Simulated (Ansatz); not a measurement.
The system is BN.

```
CELL_PARAMETERS angstrom
1.25112 0.72234 3.37293
-1.25112 0.72234 3.37293
0.00000 -1.44467 3.37293
ATOMIC_POSITIONS crystal
N 0.66724 0.66724 0.66724
B 0.00033 0.00033 0.00033
```

The cell is a database's computed one.

```yaml
Program: Ansatz 0.2.0
Task: relaxation of cell and atoms
Functional: BLYP
Dispersion: D4
Potentials_or_basis: Ansatz PAW
Cutoff: "420 eV (not typed: the program's choice for these potentials)"
k_mesh: 12 × 12 × 12
Occupations: fermi-dirac, width 0.05 eV
Spin: no spin polarisation
```

At the start: volume 9.14 Å³/atom.

Question: How do energy, volume and symmetry change on relaxing?

Answer: It ends after 10 steps and the volume is 8.61 Å³/atom (-5.8 %); space group R3m (No. 160, to 0.05 Å).

The path:
| step | energy change (eV) | largest force (eV/Å) | volume (Å³) |
| --- | --- | --- | --- |
| 1 | 0.0000 | 0.0000 | 18.29 |
| 2 | -0.0111 | 0.0181 | 17.63 |
| 3 | -0.0131 | 0.0040 | 17.35 |
| 4 | -0.0128 | 0.0009 | 17.41 |
| 5 | -0.0128 | 0.0004 | 17.41 |
| 6 | -0.0097 | 0.0000 | 17.41 |
| 7 | -0.0108 | 0.0004 | 17.25 |
| 8 | -0.0100 | 0.0004 | 17.25 |
| 9 | -0.0101 | 0.0000 | 17.23 |
| 10 | -0.0100 | 0.0000 | 17.23 |

Final structure:
```xyz
2
Lattice="1.2533 0.7236 3.1657 -1.2533 0.7236 3.1657 0.0000 -1.4472 3.1657" Properties=species:S:1:pos:R:3 pbc="T T T"
N     0.0000    0.0000    6.3382
B     0.0000    0.0000    0.0018
```

Caveat: the plane-wave basis is chosen anew once the cell has moved, so the energies of steps on either side of that aren't comparable; the pressure holds a Pulay correction of +0.8 GPa for the finite cutoff; the PAW data sets come from PBE, with cores solved anew for the run's functional, which leaves a small shift of forces and pressure.
